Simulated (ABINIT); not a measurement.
# SnTe (F-43m) in ABINIT: notebook

One crystal, SnTe, is run at these levels: PBE; tasks: relaxation of cell and atoms, single point.

Program: ABINIT 10.8.3 (patched build). These are calculated values, not measurements. Logs are shortened: lines on timing, memory, paths and dates and some standing lists are left out, and cuts for length are marked. The log counts tension as positive stress, the text compression.

## Step 1: The structure

It takes space group F-43m (No. 216, cubic). The conventional cell has a = 7.222 Å, b = 7.222 Å, c = 7.222 Å, α = 90.00°, β = 90.00°, γ = 90.00°. Te (site symmetry -43m) has 4 Sn at 3.13 Å as nearest neighbours. Sn (site symmetry -43m) has 4 Te at 3.13 Å as nearest neighbours.

Measurements of this composition are mostly on another form, of space group No. 225.

## Step 2: Relaxation of cell and atoms, PBE

Contents of run.abi:

```
pp_dirpath "./"
pseudos "Te.GGA_PBE-JTH.xml, Sn.GGA_PBE-JTH.xml"

acell 9.6507021536 9.6507021536 9.6507021536
rprim
     0.0000000000     0.7071067812     0.7071067812
     0.7071067812     0.0000000000     0.7071067812
     0.7071067812     0.7071067812     0.0000000000
ntypat 2
znucl 52 50
natom 2
typat 1 2
chkprim 0
chksymtnons 0
tolsym 1.0e-6
xred
            1/4            1/4            1/4
            0.0            0.0            0.0

ecut 22.0
pawecutdg 44.0
pawxcdev 0
ecutsm 0.5

kptopt 1
ngkpt 5 5 5
nshiftk 1
shiftk 0.0 0.0 0.0

ixc 11

nband 14
occopt 3
tsmear 0.00183747

nstep 80
tolvrs 1.0e-10

iomode 3
prteig 0
prtebands 0
prtwf 0
prtden 0

ionmov 2
optcell 2
ntime 50
tolmxf 2.0e-5
dilatmx 1.08
```

Potentials or basis: JTH PAW PBE v2.0.

The run is started by

```
abinit run.abi > log 2>&1
```

run.abo:

```text
.Version 10.8.3 of ABINIT
 Symmetries : space group F-4 3 m (#216); Bravais cF (face-center cubic)
================================================================================
 Values of the parameters that define the memory need of the present run
     intxc =       0    ionmov =       2      iscf =      17    lmnmax =      18
     lnmax =       6     mgfft =      48  mpssoang =       3    mqgrid =    3001
     natom =       2  nloc_mem =       2    nspden =       1   nspinor =       1
    nsppol =       1      nsym =      24    n1xccc =       1    ntypat =       2
    occopt =       3   xclevel =       2
       mpw =        3968          nfft =      110592          nkpt =          10
 PAW method is used; the additional fine FFT grid is defined by:
   mgfftf=        64    nfftf =    262144
================================================================================
================================================================================

--------------------------------------------------------------------------------
------------- Echo of variables that govern the present computation ------------
--------------------------------------------------------------------------------
 -outvars: echo values of preprocessed input variables --------
            acell      9.6507021536E+00  9.6507021536E+00  9.6507021536E+00 Bohr
              amu      1.27600000E+02  1.18710000E+02
          chkprim           0
      chksymtnons           0
          dilatmx      1.08000000E+00
             ecut      2.20000000E+01 Hartree
           ecutsm      5.00000000E-01 Hartree
           ionmov           2
              ixc          11
         kptrlatt        5    0    0      0    5    0      0    0    5
          kptrlen      4.82535108E+01
            natom           2
            nband          14
            ngfft          48      48      48
          ngfftdg          64      64      64
             nkpt          10
            nstep          80
             nsym          24
            ntime          50
           ntypat           2
           occopt           3
          optcell           2
        pawecutdg      4.40000000E+01 Hartree
         pawxcdev           0
           prtden           0
        prtebands           0
           prteig           0
            prtwf           0
            rprim      0.0000000000E+00  7.0710678120E-01  7.0710678120E-01
                       7.0710678120E-01  0.0000000000E+00  7.0710678120E-01
                       7.0710678120E-01  7.0710678120E-01  0.0000000000E+00
          spgroup         216
           tolmxf      2.00000000E-05
           tolsym      1.00000000E-06
           tolvrs      1.00000000E-10
           tsmear      1.83747000E-03 Hartree
            typat      1  2
           useylm           1
           xangst      1.8055729988E+00  1.8055729988E+00  1.8055729988E+00
                       0.0000000000E+00  0.0000000000E+00  0.0000000000E+00
            xcart      3.4120384681E+00  3.4120384681E+00  3.4120384681E+00
                       0.0000000000E+00  0.0000000000E+00  0.0000000000E+00
             xred      2.5000000000E-01  2.5000000000E-01  2.5000000000E-01
                       0.0000000000E+00  0.0000000000E+00  0.0000000000E+00
            znucl       52.00000   50.00000

================================================================================

 chkinp: Checking input parameters for consistency.

================================================================================
== DATASET  1 ==================================================================

--- !DatasetInfo
iteration_state: {dtset: 1, }
dimensions: {natom: 2, nkpt: 10, mband: 14, nsppol: 1, nspinor: 1, nspden: 1, mpw: 3968, }
cutoff_energies: {ecut:  22.0, pawecutdg:  44.0, }
electrons: {nelect:   2.00000000E+01, charge:   0.00000000E+00, occopt:   3.00000000E+00, tsmear:   1.83747000E-03, }
meta: {optdriver: 0, ionmov: 2, optcell: 2, iscf: 17, paral_kgb: 0, }
...

 Exchange-correlation functional for the present dataset will be:
  GGA: Perdew-Burke-Ernzerhof functional - ixc=11
  J.P.Perdew, K.Burke, M.Ernzerhof, PRL 77, 3865 (1996)

 Real(R)+Recip(G) space primitive vectors, cartesian coordinates (Bohr,Bohr^-1):
 R(1)=  0.0000000  6.8240769  6.8240769  G(1)= -0.0732700  0.0732700  0.0732700
 R(2)=  6.8240769  0.0000000  6.8240769  G(2)=  0.0732700 -0.0732700  0.0732700
 R(3)=  6.8240769  6.8240769  0.0000000  G(3)=  0.0732700  0.0732700 -0.0732700
 Unit cell volume ucvol=  6.3556758E+02 bohr^3
 Angles (23,13,12)=  6.00000000E+01  6.00000000E+01  6.00000000E+01 degrees

 Coarse grid specifications (used for wave-functions):

 getcut: wavevector=  0.0000  0.0000  0.0000  ngfft=  48  48  48
         ecut(hartree)=     25.661   => boxcut(ratio)=   2.18113

 Fine grid specifications (used for densities):

 getcut: wavevector=  0.0000  0.0000  0.0000  ngfft=  64  64  64
         ecut(hartree)=     51.322   => boxcut(ratio)=   2.05639

--- Pseudopotential description ------------------------------------------------
- pspini: atom type   1  psp file is ./Te.GGA_PBE-JTH.xml
 Pseudopotential format is: paw10
 basis_size (lnmax)=  4 (lmn_size=  8), orbitals=   0   0   1   1
 Spheres core radius: rc_sph= 2.31107438
 Shapefunction is SIN type: shapef(r)=[sin(pi*r/rshp)/(pi*r/rshp)]**2
 Radius for shape functions =  2.10488624
 Compensation charge density is not taken into account in XC energy/potential

- pspini: atom type   2  psp file is ./Sn.GGA_PBE-JTH.xml
 Pseudopotential format is: paw10
 basis_size (lnmax)=  6 (lmn_size= 18), orbitals=   0   0   1   1   2   2
 Spheres core radius: rc_sph= 2.51086398
 Shapefunction is BESSEL type: shapef(r,l)=aa(1,l)*jl(q(1,l)*r)+aa(2,l)*jl(q(2,l)*r)
 Radius for shape functions =  1.40702157
 Compensation charge density is not taken into account in XC energy/potential

   2.71771569E+03                                ecore*ucvol(ha*bohr**3)
--------------------------------------------------------------------------------

================================================================================

=== [ionmov= 2] Broyden-Fletcher-Goldfarb-Shanno method (forces)
================================================================================

--- Iteration: ( 1/50) Internal Cycle: (1/1)
--------------------------------------------------------------------------------

---SELF-CONSISTENT-FIELD CONVERGENCE--------------------------------------------

--- !BeginCycle
iteration_state: {dtset: 1, itime: 1, icycle: 1, }
solver: {iscf: 17, nstep: 80, nline: 4, wfoptalg: 10, }
tolerances: {tolvrs: 1.00E-10, }
...
[... 163 lines left out ...]
  0.00000000000000E+00  0.00000000000000E+00  0.00000000000000E+00
 Scale of Primitive Cell (acell) [bohr]
  9.65027139907111E+00  9.65027139907111E+00  9.65027139907111E+00
 Real space primitive translations (rprimd) [bohr]
  0.00000000000000E+00  6.82377234657377E+00  6.82377234657377E+00
  6.82377234657377E+00  0.00000000000000E+00  6.82377234657377E+00
  6.82377234657377E+00  6.82377234657377E+00  0.00000000000000E+00
 Unitary Cell Volume (ucvol) [Bohr^3]=  6.35482483780131E+02
 Angles (23,13,12)= [degrees]
  6.00000000000000E+01  6.00000000000000E+01  6.00000000000000E+01
 Lengths [Bohr]
  9.65027139907111E+00  9.65027139907111E+00  9.65027139907111E+00
 Stress tensor in cartesian coordinates (strten) [Ha/bohr^3]
  1.37979022804286E-06  0.00000000000000E+00  0.00000000000000E+00
  0.00000000000000E+00  1.37979022804199E-06  0.00000000000000E+00
  0.00000000000000E+00  0.00000000000000E+00  1.37979022804460E-06
 Total energy (etotal) [Ha]= -7.80382424628707E+01

 Difference of energy with previous step (new-old):
           Absolute (Ha)=-1.22245E-07
           Relative     =-1.56647E-09

--- Iteration: ( 3/50) Internal Cycle: (1/1)
--------------------------------------------------------------------------------

---SELF-CONSISTENT-FIELD CONVERGENCE--------------------------------------------

--- !BeginCycle
iteration_state: {dtset: 1, itime: 3, icycle: 1, }
solver: {iscf: 17, nstep: 80, nline: 4, wfoptalg: 10, }
tolerances: {tolvrs: 1.00E-10, }
...
[... 67 lines left out ...]
 -5.37214276455509E-28  2.69264522315439E-28  5.39843812806246E-28
 Scale of Primitive Cell (acell) [bohr]
  9.64477970193912E+00  9.64477970193912E+00  9.64477970193912E+00
 Real space primitive translations (rprimd) [bohr]
  0.00000000000000E+00  6.81988913029152E+00  6.81988913029152E+00
  6.81988913029152E+00  0.00000000000000E+00  6.81988913029152E+00
  6.81988913029152E+00  6.81988913029152E+00  0.00000000000000E+00
 Unitary Cell Volume (ucvol) [Bohr^3]=  6.34398195605618E+02
 Angles (23,13,12)= [degrees]
  6.00000000000000E+01  6.00000000000000E+01  6.00000000000000E+01
 Lengths [Bohr]
  9.64477970193912E+00  9.64477970193912E+00  9.64477970193912E+00
 Stress tensor in cartesian coordinates (strten) [Ha/bohr^3]
 -4.23301597524128E-08  0.00000000000000E+00  0.00000000000000E+00
  0.00000000000000E+00 -4.23301597524128E-08  0.00000000000000E+00
  0.00000000000000E+00  0.00000000000000E+00 -4.23301597524128E-08
 Total energy (etotal) [Ha]= -7.80382428656217E+01

 Difference of energy with previous step (new-old):
           Absolute (Ha)=-4.02751E-07
           Relative     =-5.16094E-09

 At Broyd/MD step   3, gradients are converged :
  max grad (force/stress) = 4.2330E-06 < tolmxf= 2.0000E-05 ha/bohr (free atoms)

================================================================================

 ----iterations are completed or convergence reached----

 Mean square residual over all n,k,spin=   76.232E-15; max=  42.247E-13
 reduced coordinates (array xred) for    2 atoms
       0.250000000000      0.250000000000      0.250000000000
      -0.000000000000     -0.000000000000      0.000000000000
 rms dE/dt=  6.5956E-28; max dE/dt=  1.0771E-27; dE/dt below (all hartree)
    1      -0.000000000000      0.000000000000     -0.000000000000
    2      -0.000000000000      0.000000000000      0.000000000000

 cartesian coordinates (angstrom) at end:
    1      1.80446495309351     1.80446495309351     1.80446495309351
    2      0.00000000000000     0.00000000000000    -0.00000000000000

 cartesian forces (hartree/bohr) at end:
    1      0.00000000000000    -0.00000000000000    -0.00000000000000
    2     -0.00000000000000     0.00000000000000     0.00000000000000
 frms,max,avg= 6.7410043E-29 9.8705608E-29   0.000E+00  0.000E+00  0.000E+00 h/b

 cartesian forces (eV/Angstrom) at end:
    1      0.00000000000000    -0.00000000000000    -0.00000000000000
    2     -0.00000000000000     0.00000000000000     0.00000000000000
 frms,max,avg= 3.4663638E-27 5.0756465E-27   0.000E+00  0.000E+00  0.000E+00 e/A
 length scales=  9.644779701939  9.644779701939  9.644779701939 bohr
              =  5.103797618984  5.103797618984  5.103797618984 angstroms
 Fermi (or HOMO) energy (hartree) =  -0.07167   Average Vxc (hartree)=  -0.27384
 Eigenvalues (hartree) for nkpt=  10  k points:
 kpt#   1, nband= 14, wtk=  0.00800, kpt=  0.0000  0.0000  0.0000 (reduced coord)
  -0.87269   -0.87269   -0.87269   -0.87242   -0.87242   -0.49554   -0.26177   -0.14269
  -0.14269   -0.14269   -0.03447   -0.03447   -0.03447    0.08146
      occupation numbers for kpt#   1
   2.00000    2.00000    2.00000    2.00000    2.00000    2.00000    2.00000    2.00000
   2.00000    2.00000    0.00000    0.00000    0.00000    0.00000
 prteigrs : prtvol=0 or 1, do not print more k-points.

--- !EnergyTerms
iteration_state     : {dtset: 1, itime: 3, icycle: 1, }
comment             : Components of total free energy in Hartree
kinetic             :  1.40675703452079E+01
hartree             :  3.46718607301267E+01
xc                  : -1.08971799849250E+01
Ewald energy        : -4.39308184218197E+01
psp_core            :  4.28392720708593E+00
local_psp           : -9.06067120072795E+01
PAW spherical_terms :  1.43731708544801E+01
internal            : -7.80381812771236E+01
'-kT*entropy'       : -5.87159495617436E-05
total_energy        : -7.80382399930732E+01
total_energy_eV     : -2.12352869040808E+03
...

--- !EnergyTermsDC
iteration_state     : {dtset: 1, itime: 3, icycle: 1, }
comment             : '"Double-counting" decomposition of free energy'
band_energy         : -1.12458426032454E+01
Ewald energy        : -4.39308184218197E+01
psp_core            :  4.28392720708593E+00
xc_dc               : -3.80649305920934E+01
PAW spherical_terms :  1.09194802604004E+01
internal            : -7.80381841496722E+01
'-kT*entropy'       : -5.87159495617436E-05
total_energy_dc     : -7.80382428656217E+01
total_energy_dc_eV  : -2.12352876857410E+03
...

--- !EnergyTermsWithPAWCore
iteration_state     : {dtset: 1, itime: 3, icycle: 1, }
comment             : 'Components of total free energy, including PAW core contributions'
Total energy        : -1.29719386853594E+04
Total energy DC     : -1.29719386882320E+04
Total energy (eV)   : -3.52984433926498E+05
Total energy DC (eV): -3.52984434004664E+05
...

 Cartesian components of stress tensor (hartree/bohr^3)
  sigma(1 1)= -4.23301598E-08  sigma(3 2)=  0.00000000E+00
  sigma(2 2)= -4.23301598E-08  sigma(3 1)=  0.00000000E+00
  sigma(3 3)= -4.23301598E-08  sigma(2 1)=  0.00000000E+00

-Cartesian components of stress tensor (GPa)         [Pressure=  1.2454E-03 GPa]
- sigma(1 1)= -1.24539630E-03  sigma(3 2)=  0.00000000E+00
- sigma(2 2)= -1.24539630E-03  sigma(3 1)=  0.00000000E+00
- sigma(3 3)= -1.24539630E-03  sigma(2 1)=  0.00000000E+00

== END DATASET(S) ==============================================================
================================================================================

 -outvars: echo values of variables after computation  --------
            acell      9.6447797019E+00  9.6447797019E+00  9.6447797019E+00 Bohr
           etotal     -7.8038242866E+01
            fcart      9.8705608395E-29 -1.9548337288E-29 -5.9223365037E-29
                      -9.8705608395E-29  1.9548337288E-29  5.9223365037E-29
            rprim      0.0000000000E+00  7.0710678119E-01  7.0710678119E-01
                       7.0710678119E-01  0.0000000000E+00  7.0710678119E-01
                       7.0710678119E-01  7.0710678119E-01  0.0000000000E+00
           strten     -4.2330159752E-08 -4.2330159752E-08 -4.2330159752E-08
                       0.0000000000E+00  0.0000000000E+00  0.0000000000E+00
           xangst      1.8044649531E+00  1.8044649531E+00  1.8044649531E+00
                       2.6084334846E-30  2.6084334846E-30 -7.8253004537E-30
             xred      2.5000000000E-01  2.5000000000E-01  2.5000000000E-01
                      -1.0841579993E-30 -1.0841579993E-30  1.8069299989E-30
 Calculation completed.
```

It took 2.1 min on 1 thread of AMD EPYC, shared host; peak memory 0.18 GiB.

Results:

```yaml
Free_energy: -2123.5288 eV
Relaxed_volume: 47.00 Å³/atom
Relaxed_cell: a = 5.104 Å, b = 5.104 Å, c = 5.104 Å, α = 60.00°, β = 60.00°, γ = 60.00°
Space_group_after_relaxing_to_0.05_Å: F-43m (No. 216)
Energy_gained_by_relaxing: 0.0 meV/atom
Ionic_steps: 3
Pressure_after_relaxing: 0.0 GPa
Band_gap_on_the_k_mesh: 0.41 eV, indirect (least direct gap 0.85 eV)
```

Final structure:
```xyz
2
Lattice="0.0000 3.6089 3.6089 3.6089 0.0000 3.6089 3.6089 3.6089 0.0000" Properties=species:S:1:pos:R:3 pbc="T T T"
Te    1.8045    1.8045    1.8045
Sn    0.0000    0.0000    0.0000
```

Caveat: spin-orbit coupling is left out, which moves the levels of the heavy elements; an odd mesh through Γ misses points on the zone boundary, where band edges often lie.

## Step 3: Single point, PBE (cell relaxed)

Contents of run.abi:

```
# Pseudopotentials
pp_dirpath "./"
pseudos "Te.GGA_PBE-JTH.xml, Sn.GGA_PBE-JTH.xml"

# Structure
acell 3*1.0 Angstrom
rprim
     0.0000000000     3.6089299100     3.6089299100
     3.6089299100     0.0000000000     3.6089299100
     3.6089299100     3.6089299100     0.0000000000
ntypat 2
znucl 52 50
natom 2
typat 1 2
xred
     0.2500000000     0.2500000000     0.2500000000
     0.0000000000     0.0000000000     0.0000000000
chkprim 0
chksymtnons 0
tolsym 1.0e-6

# Plane-wave basis
ecut 22.0
pawecutdg 44.0
pawxcdev 0

# k points
kptopt 1
ngkpt 5 5 5
nshiftk 1
shiftk 0.0 0.0 0.0

# Exchange and correlation
ixc 11

# Bands and occupations
nband 14
occopt 3
tsmear 0.05 eV

# SCF cycle
nstep 100
tolvrs 1.0e-9

# Output
iomode 3
prtwf 0
prteig 0
prtebands 0
prtden 1
prtvha 1
prtvclmb 1
prtpot 1
```

Potentials or basis: JTH PAW PBE v2.0.

The run is started by

```
abinit run.abi > log 2>&1
```

Wall time 46 s (1 thread of AMD EPYC, shared host); peak memory 0.16 GiB.

The run converged. Its results:

| Item | Value |
| --- | --- |
| Free energy | -2123.5282 eV |
| Pressure | 0.0 GPa |
| Band gap on the k mesh | 0.41 eV, indirect (least direct gap 0.85 eV) |
| Valence electrons inside the program's atomic spheres | Te 3.10; Sn 11.77 |

Levels at points of the mesh, in eV from the valence-band top:
```
           k point  band 6  band 7  band 8  band 9  band 10  band 11  band 12  band 13  band 14
(0.00, 0.00, 0.00)  -11.29   -4.93   -1.69   -1.69    -1.69     1.25     1.25     1.25     4.41
```

Caveat: spin-orbit coupling is left out, which moves the levels of the heavy elements; an odd mesh through Γ misses points on the zone boundary, where band edges often lie.
